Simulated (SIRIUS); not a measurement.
The system is BaS.

```xyz
2
Lattice="0.0000 3.1938 3.1938 3.1938 0.0000 3.1938 3.1938 3.1938 0.0000" Properties=species:S:1:pos:R:3 pbc="T T T"
Ba    0.0000    0.0000    0.0000
S     3.1938    3.1938    3.1938
```

| Item | Value |
| --- | --- |
| Program | SIRIUS 7.10.0 |
| Task | single point |
| Functional | PBE |
| Potentials or basis | PseudoDojo 0.4.1 PBE standard (scalar relativistic) |
| Cutoff | 725 eV |
| Density cutoff | 2900 eV |
| k mesh | 7 × 7 × 7 |
| Occupations | fermi-dirac, width 0.05 eV |
| Spin | no spin polarisation |

On this cell: pressure 1.1 GPa; largest force zero by symmetry; band gap on the k mesh 2.21 eV.

The same run follows on a disturbed copy (atoms moved at random, drawn with an rms of 0.05 Å):

```
CELL_PARAMETERS angstrom
0.00000 3.19375 3.19375
3.19375 0.00000 3.19375
3.19375 3.19375 0.00000
ATOMIC_POSITIONS crystal
Ba 0.99913 0.00938 0.00649
S 0.50343 0.49802 0.49997
```

Q: What does the disturbed cell give?

A: The energy moves by +1.9 meV/atom; pressure 1.1 GPa; largest force 0.126 eV/Å; band gap on the k mesh 2.21 eV.

Forces in eV/Å, atoms in the order of the input:
```
Ba  -0.116 -0.014 -0.045
S    0.116  0.014  0.045
```

Stress tensor (GPa, compression positive):
```
 1.24  0.00 -0.01
 0.00  1.09  0.00
-0.01  0.00  1.11
```

Caveats: this release of the barium file is off; spin-orbit coupling is left out, which moves the levels of the heavy elements; an odd mesh through Γ misses points on the zone boundary, where band edges often lie.
